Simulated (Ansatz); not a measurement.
The elements of this relaxed trial crystal are hidden behind letters.

```
lattice vectors (Å)
   3.7921    2.1893    2.3970
  -3.7921    2.1893    2.3970
   0.0000   -4.3787    2.3970
fractional positions
X 0.0679 0.6351 0.7823
X 0.6351 0.7823 0.0679
X 0.2177 0.9321 0.3649
X 0.3649 0.2177 0.9321
X 0.7823 0.0679 0.6351
X 0.9321 0.3649 0.2177
X 0.5000 0.5000 0.5000
Z 0.0000 0.0000 0.0000
```

Theory: DFT PBE, scalar-relativistic, plane waves, PAW (Ansatz). Cutoff 420 eV, Γ-centred 6×6×6 mesh (8-atom cell), Gaussian smearing of 0.10 eV, no spin polarisation.

```
Space group                              : R-3 (No. 148)
Conventional cell                        : a = 7.584 Å, c = 7.191 Å
Volume per atom                          : 14.93 Å³
Density                                  : 2.82 g/cm³
Formation energy                         : −0.03 eV/atom
Gap on the 6×6×6 mesh of the 8-atom cell : 0 eV (a metal)
```

Energies are uncorrected and count from the elements' standard states at the same level.

Question: X is a p-block element of period 3 and Z is a p-block element of period 2. Which elements are they?

Answer: X = Al, Z = N, so the formula is Al7N. Density times volume gives a mean mass of 2.82 × 14.93/1.6605 = 25.4 u per atom, and this set has 25.4 u. Among the elements that the hints allow, noble gases aside, only these give it. Al on a site of symmetry 1 has 1 N at 2.08 Å and 12 Al at 2.84–2.98 Å; Al on a site of symmetry -3 is surrounded by 12 Al at 2.86–2.89 Å; around N lie 6 Al at 2.08 Å.

A structure relaxed within its symmetry needn't be a true minimum. Another cell of the same search, in R3m, lies 178 meV/atom lower, so this cell isn't the stable form at this level.
